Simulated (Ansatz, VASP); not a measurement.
## Zn: VASP beside Ansatz

```
Zn
1.0
    -1.46544    1.50564    1.46544
     1.46544   -1.50564    1.46544
     1.46544    1.50564   -1.46544
Zn
1
Direct
  0.00000 0.00000 0.00000
```

Change from the starting cell: normal strain along x -0.0267, normal strain along z -0.0267.

Alike in both runs: task single point; functional LDA; k mesh 20 × 20 × 20; occupations gaussian, width 0.15 eV; no spin polarisation.

```csv
,VASP,Ansatz
version,VASP 6.6.1,Ansatz 0.2.0
potentials or method,"VASP PAW LDA potentials, release 64 (Zn)","scalar-relativistic, plane waves, PAW"
plane-wave cutoff (eV),520,520
valence electrons in the cell,12,12
```

|  | VASP | Ansatz | Ansatz less VASP |
| --- | --- | --- | --- |
| gap on the k mesh at the Fermi level (eV) | none | none | - |
| pressure (GPa) | 6.9 | 6.1 | -0.78 |
| largest component of the traceless stress (GPa) | 0.99 | 1.02 | +0.034 |

A gap of «none» marks a metal or a gap that the smearing closes.
